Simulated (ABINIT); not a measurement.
The system is Si2Mo.

```
Mo Si
1.0
    -1.60000    1.60000    3.93050
     1.60000   -1.60000    3.93050
     1.60000    1.60000   -3.93050
Mo Si
1 2
Direct
  0.00000 0.00000 0.00000
  0.66700 0.66700 0.00000
  0.33300 0.33300 0.00000
```

Base run:

| Quantity | Value |
| --- | --- |
| Program | ABINIT 10.8.3 (patched build) |
| Functional | BP86 |
| Potentials or basis | JTH PAW PBE v2.0 |
| Cutoff | 408 eV |
| k mesh | 12 × 12 × 12 |
| Occupations | fermi-dirac, width 0.05 eV |
| Spin | no spin polarisation |

Its results: band gap on the k mesh none (metal or under the smearing width); pressure 4.2 GPa; largest force 0.310 eV/Å.

Q: The run is repeated on the same cell with these changes: functional from BP86 to RPBE. What comes out?

A: Band gap on the k mesh none (metal or under the smearing width); pressure 4.7 GPa; largest force 0.248 eV/Å.

Caveats: the PAW data sets were made with another functional, which shifts forces and pressure a little.

Not every run made on this cell is shown here.
